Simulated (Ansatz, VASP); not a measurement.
# CoSi2: VASP beside Ansatz

Contents of INCAR:

```
PREC     = Accurate       # precision mode
ENCUT    = 520            # plane-wave cutoff, eV
EDIFF    = 1E-6           # SCF threshold, eV
ISMEAR   = 0              # smearing method
SIGMA    = 0.1            # smearing width, eV
LREAL    = F              # projectors in reciprocal space
LASPH    = T              # aspherical terms in the spheres
NELM     = 100            # most SCF steps
ALGO     = Normal         # electronic algorithm
ISIF     = 2              # what is computed and relaxed
LWAVE    = F              # write WAVECAR
LCHARG   = F              # write CHGCAR
GGA      = PE             # functional
NBANDS   = 16             # bands
```

File KPOINTS:

```
Automatic mesh
0
Gamma
  14 14 14
```

File POSCAR:

```
CoSi2
1.0
    0.0000000000      2.6799219398      2.6799219398
    2.6799219398      0.0000000000      2.6799219398
    2.6799219398      2.6799219398      0.0000000000
Co Si
1 2
Direct
    0.0000000000      0.0000000000      0.0000000000
    0.2500000000      0.2500000000      0.2500000000
    0.7500000000      0.7500000000      0.7500000000
```

Input for Ansatz:

```yaml
crystal:
  lattice:
    - [0.0, 2.679921927, 2.679921927]
    - [2.679921927, 0.0, 2.679921927]
    - [2.679921927, 2.679921927, 0.0]
  atoms:
    - { symbol: Co, position: [0.0, 0.0, 0.0] }
    - { symbol: Si, position: [0.25, 0.25, 0.25] }
    - { symbol: Si, position: [0.75, 0.75, 0.75] }
basis:
  ecutwfc: 420
kpoints:
  mp_grid: { grid: [14, 14, 14] }
  band_path:
    path:
      - [[0.0, 0.0, 0.0], [0.5, 0.0, 0.5], [0.625, 0.25, 0.625]]
      - [[0.375, 0.375, 0.75], [0.0, 0.0, 0.0], [0.5, 0.5, 0.5], [0.5, 0.25, 0.75], [0.5, 0.0, 0.5]]
    npoints: 14
hamiltonian:
  xc: pbe
scf:
  occupations: { method: gaussian, width: 0.1 }
  n_extra_bands: 7
output:
  forces: true
  stress: true
  eigenvalues: true
  populations: true
  dos: { projected: true, de: 0.02, nscf_kmesh: { grid: [21, 21, 21] } }
  bader: true
```

Alike in both runs: task single point; functional PBE; k mesh 14 × 14 × 14; occupations gaussian, width 0.1 eV; no spin polarisation.

|  | VASP | Ansatz |
| --- | --- | --- |
| version | VASP 6.6.1 | Ansatz 0.2.0 |
| potentials or method | VASP PAW PBE potentials, release 64 (Co, Si) | scalar-relativistic, plane waves, PAW |
| plane-wave cutoff (eV) | 520 | 420 |
| valence electrons in the cell | 17 | 25 |

|  | VASP | Ansatz | Ansatz less VASP |
| --- | --- | --- | --- |
| gap on the k mesh at the Fermi level (eV) | none | none | - |
| pressure (GPa) | -0.2 | 0.0 | +0.23 |

A gap of «none» marks a metal or a gap that the smearing closes. The two sets of potentials don't hold the same shells in valence.

Spin polarisation is off, so any magnetic state and its effect on volume and gap are missing.
